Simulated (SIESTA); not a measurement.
## Tc under changes of volume

One of the cells (14.830 Å³/atom); the others are scaled copies at fixed shape and fractional positions:

```
Tc
1.0
     2.73827    0.00000    0.00000
     1.39892    2.37844    0.00000
     1.42817    0.75471    2.27701
Tc
1
Direct
  0.00740 0.99315 0.00166
```

This isn't the form of Tc at room conditions, which is hcp.

| Quantity | Value |
| --- | --- |
| Program | SIESTA 5.4.2 |
| Functional | PW91 |
| Potentials or basis | PseudoDojo 0.4 standard (PBE files) |
| Basis | DZDP (energy shift 0.02 Ry) |
| Grid cutoff | 800 Ry |
| Energy shift | 0.02 Ry |
| k mesh | 12 × 12 × 12 |
| Occupations | fermi-dirac, width 0.05 eV |
| Spin | no spin polarisation |

```csv
volume (Å³/atom),energy over the lowest point (meV/atom),pressure (GPa)
13.940,?,?
14.237,0.00,1.8
14.533,3.28,-5.1
14.830,18.19,-10.8
15.126,43.11,-15.9
15.423,76.59,-20.2
15.720,117.98,-24.4
```

Problem. What does the run at 13.940 Å³/atom give?

Solution. Energy over the lowest point 10.02 meV/atom; pressure 9.1 GPa.

Worked out: A Birch-Murnaghan fit of order 3 (a polynomial in V^(-2/3)) to the other rows has its minimum at 14.30 Å³/atom with B0 = V·E''(V) = 333 GPa and B' = 5.6 at fixed shape and positions, which overstates the stiffness. It gives 9.85 meV/atom at 13.940 Å³/atom, against the run's 10.02, and -dE/dV = 9.2 GPa, against 9.1.

Energies are extrapolated to zero smearing.

Caveats: semicore shells carry a single zeta, which can move pressures by several GPa and volumes by a few percent; the potentials were made for another functional, which shifts forces and pressure; the basis of atomic orbitals isn't converged, which shifts pressures, moduli and gaps.
